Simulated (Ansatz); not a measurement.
## Is this In3As stable against decomposition?

Computed with DFT PBE, scalar-relativistic, plane waves, PAW in Ansatz 0.2.0. All cells share a 420 eV cutoff and Γ-centred k meshes spaced at most about 0.3 Å⁻¹ (about 0.25 or finer for metals, 2π included). No spin polarisation.

Energies over the elements count from the elements' standard structures at the same level, with no fitted energy shifts.

All energies are static (0 K, no zero-point motion). The reference form of As is held partly by dispersion forces, which this level lacks.

The competitors are the elements and 2 reference phases of this chemical system (from databases or known types: In3As, InAs), relaxed at the same level; other known phases may be missing.

The candidate was reached from: random cell.

```cif
data_structure
_symmetry_space_group_name_H-M 'P 1'
_symmetry_Int_Tables_number 1
_cell_length_a 5.1759
_cell_length_b 5.1759
_cell_length_c 5.1759
_cell_angle_alpha 109.471
_cell_angle_beta 109.471
_cell_angle_gamma 109.471
_cell_volume 106.74
loop_
_atom_site_label
_atom_site_type_symbol
_atom_site_fract_x
_atom_site_fract_y
_atom_site_fract_z
_atom_site_occupancy
In1 In 0.00000 0.50000 0.50000 1
In2 In 0.50000 0.00000 0.50000 1
In3 In 0.50000 0.50000 0.00000 1
As1 As 0.00000 0.00000 0.00000 1
```

The lowest competing mixture at this composition:

```tsv
phase	space group	source	share of atoms	ΔE_f (eV/atom)
In	-	element	0.5000	-0.0017
InAs	F-43m (No. 216)	Materials Project	0.5000	-0.244
```

The lowest database cell of In (-0.0017) lies slightly below the reference, hence the non-zero entry.

**Question.** What are the hull's energy here, the candidate's formation energy and its margin?

**Answer.** The hull lies at -0.123 eV/atom, the weighted sum of the last column. The candidate has 0.111 eV/atom, which is 0.23 eV/atom above it. The candidate matches no cell in the subsets of the Crystallography Open Database and the Materials Project at hand. A phase this far over the hull is unlikely to be made.
